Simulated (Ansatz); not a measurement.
# Vibrational response of C

Computed with DFT PBE, scalar-relativistic, plane waves, PAW in Ansatz. Cutoff 420 eV, 24×24×12 k-points (Γ-centred), Fermi-Dirac smearing of 0.15 eV. No spin polarisation. Phonons by linear response, acoustic sum rule imposed.

Equilibrium structure at this level:
```
CELL_PARAMETERS angstrom
2.46651 0.00000 0.00000
-1.23325 2.13606 0.00000
0.00000 0.00000 4.51870
ATOMIC_POSITIONS crystal
C 0.33333 0.66667 0.50000
C 0.66667 0.33333 0.50000
```

The cell was found from a structure generator's guess, not taken from experiment. In a metal, frequencies depend on the k mesh and the smearing, soft modes most. No dispersion correction is applied, so modes and constants that involve weak contacts between layers, chains or molecules come out too soft.

Optical modes at Γ:
| frequency (cm⁻¹) | degeneracy |
| --- | --- |
| 872 | 1 |
| 1555 | 2 |

All 3 optical modes at Γ are real: no displacement of atoms at fixed cell lowers the energy to second order. Strains and modes at other wave vectors aren't tested by this run.
